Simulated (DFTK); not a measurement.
BAs:

```
As B
1.0
     0.00000    2.38850    2.38850
     2.38850    0.00000    2.38850
     2.38850    2.38850    0.00000
As B
1 1
Direct
  0.75000 0.75000 0.75000
  0.00000 0.00000 0.00000
```

Base run:

```yaml
Program: DFTK 0.8.2
Functional: PBEsol
Potentials_or_basis: dojo.nc.sr.pbesol.v0_4_1.standard.upf (PBEsol)
Cutoff: 1143 eV
k_mesh: 10 × 10 × 10
Occupations: fermi-dirac, width 0.05 eV
Spin: no spin polarisation
```

Its results: band gap on the k mesh 1.10 eV, indirect (least direct gap 3.26 eV).

Problem. The run is repeated on the same cell with these changes: functional from PBEsol to LDA; potentials or basis from dojo.nc.sr.pbesol.v0_4_1.standard.upf (PBEsol) to cp2k.nc.sr.lda.v0_1.semicore.gth (LDA, GTH); cutoff from 1143 eV to 762 eV; valence electrons from 18 to 8. What comes out?

Solution. Band gap on the k mesh 1.16 eV, indirect (least direct gap 3.29 eV).

Not every run made on this cell is shown here.
